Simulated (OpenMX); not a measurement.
The system is In.

```
In
1.0
    -1.62547    1.62547    2.47370
     1.62547   -1.62547    2.47370
     1.62547    1.62547   -2.47370
In
1
Direct
  0.00000 0.00000 0.00000
```

Base run:

| Item | Value |
| --- | --- |
| Program | OpenMX 3.8.5 |
| Functional | PBE |
| Potentials or basis | OpenMX 2013 PBE set, In7.0-s3p2d2, grid cutoff 500 Ry |
| k mesh | 9 × 9 × 9 |
| Occupations | fermi-dirac, width 0.05 eV |
| Spin | no spin polarisation |

Its results: pressure 2.5 GPa.

Problem. The run is repeated on the same cell with these changes: functional from PBE to LDA; potentials or basis from OpenMX 2013 PBE set, In7.0-s3p2d2, grid cutoff 500 Ry to OpenMX 2013 LDA set, In7.0-s3p2d2, grid cutoff 500 Ry. What comes out?

Solution. Pressure -1.8 GPa.

Caveats: the basis of atomic orbitals isn't converged, which shifts pressures, moduli and gaps.

Not every run made on this cell is shown here.
